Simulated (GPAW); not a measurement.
Here is a GPAW 26.7.0 calculation.

The input run.py:

```python
from ase import Atoms
from ase.calculators.mixing import SumCalculator
from ase.filters import FrechetCellFilter
from ase.io import write
from ase.optimize import BFGS
from dftd3.ase import DFTD3
from gpaw import GPAW, PW, setup_paths

setup_paths.insert(0, '.')

atoms = Atoms(['W'],
              cell=[[-1.582345, 1.582345, 1.582345],
                    [1.582345, -1.582345, 1.582345],
                    [1.582345, 1.582345, -1.582345]],
              scaled_positions=[[0.0, 0.0, 0.0]],
              pbc=True)

calc = GPAW(mode=PW(600),
            xc='PBEsol',
            kpts={'size': (12, 12, 12), 'gamma': True},
            occupations={'name': 'fermi-dirac', 'width': 0.05},
            nbands=16,
            convergence={'density': 1e-05, 'forces': 0.0001},
            maxiter=150,
            txt='gpaw.txt')
atoms.calc = SumCalculator([calc, DFTD3(damping='d3bj', params_tweaks=dict(method='pbesol', atm=True))])
opt = BFGS(FrechetCellFilter(atoms), trajectory='relax.traj', logfile='-')
done = opt.run(fmax=0.02, steps=60)
calc.write('gs.gpw')
write('result.traj', atoms)
print('Converged:', done)
print('Cell:', atoms.cell.cellpar().round(4))
print('Volume:', round(atoms.get_volume(), 4))
print(atoms.get_scaled_positions().round(5))
```

Potentials or basis: PAW data sets generated in the run's folder for this functional, pw.

The run is started by

```console
$ gpaw-setup -f PBEsol W
$ OMP_NUM_THREADS=1 python run.py
```

Task: Predict the relaxed cell.

Result: a = 2.714 Å, b = 2.714 Å, c = 2.714 Å, α = 109.47°, β = 109.47°, γ = 109.47°.

Task: Estimate the relaxed volume.

Result: 15.39 Å³/atom.

Task: Estimate the space group after relaxing (to 0.05 Å).

Result: Im-3m (No. 229).

Task: Estimate the dispersion energy per atom.

Result: -0.685 eV.

The path:
| step | energy change (eV) | largest force (eV/Å) | pressure (GPa) | volume (Å³) |
| --- | --- | --- | --- | --- |
| 1 | 0.0000 | 0.0000 | -9.31 | 15.85 |
| 2 | -0.0120 | 0.0000 | 3.27 | 15.23 |
| 3 | -0.0135 | 0.0000 | -0.08 | 15.39 |

Caveat: later steps reuse the first step's grids; pairwise dispersion overbinds metals, which lowers pressure and volume. The run has no spin-orbit coupling, so splittings on W are missing.
